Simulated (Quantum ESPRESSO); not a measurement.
**Br: equation of state with r2SCAN**

Br:

```
Br
1.0
     3.36325   -2.32255    0.00000
     3.36325    2.32255    0.00000
     0.00000    0.00000    8.70230
Br
4
Direct
  0.36510 0.63490 0.39010
  0.13490 0.86510 0.89010
  0.63490 0.36510 0.60990
  0.86510 0.13490 0.10990
```

- Program: Quantum ESPRESSO 7.5
- Task: equation of state
- Functional: r2SCAN
- Potentials or basis: SG15 PBE 1.2
- Cutoff: 626 eV
- Density cutoff: 2503 eV
- k mesh: 6 × 6 × 3
- Occupations: fermi-dirac, width 0.05 eV
- Spin: no spin polarisation
- Symmetry: off
- Mixing beta: 0.5
- Most SCF iterations: 120
- SCF threshold: 1e-08 Ry

```yaml
Equilibrium_volume: 35.24 Å³/atom
Bulk_modulus_at_fixed_shape_and_positions: 27 GPa
Pressure_derivative_of_the_bulk_modulus: 4.8
```

Energy against volume, from the lowest point:
| volume (Å³/atom) | energy (meV/atom) |
| --- | --- |
| 31.949 | 31.09 |
| 32.629 | 18.76 |
| 33.308 | 9.83 |
| 33.988 | 3.94 |
| 34.668 | 0.76 |
| 35.348 | 0.00 |
| 36.028 | 1.40 |

All runs of the series together: 15 min on 2 threads of Intel(R) Xeon(R) 6975P-C (Granite Rapids), on a shared host.

Caveat: the potentials were made for another functional, which shifts forces and pressure; the cell was scaled at fixed shape and fractional positions, which overstates the stiffness of a crystal with free parameters, most of all of layers and chains.
